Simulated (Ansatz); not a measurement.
The system is TePb.

```
Pb Te
1.0
     4.00229    0.00000    0.00000
     0.00000    4.00229    0.00000
     0.00000    0.00000    4.00229
Pb Te
1 1
Direct
  0.00000 0.00000 0.00000
  0.50000 0.50000 0.50000
```

Measurements of this composition are mostly on another form, of space group No. 225.

| Item | Value |
| --- | --- |
| Program | Ansatz 0.2.0 |
| Task | relaxation of cell and atoms |
| Functional | PBEsol |
| Potentials or basis | Ansatz PAW |
| Cutoff | 420 eV (not typed: the program's choice for these potentials) |
| k mesh | 7 × 7 × 7 |
| Occupations | fermi-dirac, width 0.05 eV |
| Spin | no spin polarisation |

At the start: volume 32.05 Å³/atom.

Where does the relaxation end?

It ends after 3 steps and the volume is 29.98 Å³/atom (-6.5 %); space group Pm-3m (No. 221, to 0.05 Å).

Step by step:
```
step  energy change (eV)  largest force (eV/Å)  volume (Å³)
   1              0.0000                0.0000        64.11
   2             -0.0369                0.0000        59.96
   3             -0.0363                0.0000        59.96
```

Final structure:
```
Pb Te
1.0
     3.91393    0.00000    0.00000
     0.00000    3.91393    0.00000
     0.00000    0.00000    3.91393
Pb Te
1 1
Direct
  0.00000 0.00000 0.00000
  0.50000 0.50000 0.50000
```

Caveat: the plane-wave basis is chosen anew once the cell has moved, so the energies of steps on either side of that aren't comparable; the PAW data sets come from PBE, with cores solved anew for the run's functional, which leaves a small shift of forces and pressure.
